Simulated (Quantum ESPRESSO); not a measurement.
Crystal: HfO2.

```
Hf O
1.0
     0.00000    2.55750    2.55750
     2.55750    0.00000    2.55750
     2.55750    2.55750    0.00000
Hf O
1 2
Direct
  0.00000 0.00000 0.00000
  0.75000 0.75000 0.75000
  0.25000 0.25000 0.25000
```

Measurements of this composition are mostly on another form, of space group No. 14.

Base run:

```yaml
Program: Quantum ESPRESSO 7.5
Functional: PBE
Potentials_or_basis: SSSP 1.3 efficiency PBE
Cutoff: 816 eV
Density_cutoff: 5987 eV
k_mesh: 9 × 9 × 9
Occupations: fermi-dirac, width 0.05 eV
Spin: no spin polarisation
Hubbard_terms: Hf d U = 2 eV
```

Its results: band gap on the k mesh 4.18 eV, indirect (least direct gap 4.29 eV); pressure -1.7 GPa.

Q: After a change of settings the same cell gave: band gap on the k mesh 5.19 eV, indirect (least direct gap 5.49 eV); pressure 7.9 GPa. Which change was it?
A. potentials or basis from SSSP 1.3 efficiency PBE to SG15 PBE 1.2; cutoff from 816 eV to 1197 eV; density cutoff from 5987 eV to 4789 eV; hubbard terms from Hf d U = 2 eV to none; hubbard projectors from ortho-atomic to none; valence electrons from 24 to 38
B. hubbard terms from Hf d U = 2 eV to none
C. hubbard terms from Hf d U = 2 eV to Hf d U = 5 eV
D. hubbard terms from Hf d U = 2 eV to Hf d U = 8 eV

A: D.

Caveats: spin-orbit coupling is left out, which moves the levels of the heavy elements; an odd mesh through Γ misses points on the zone boundary, where band edges often lie.
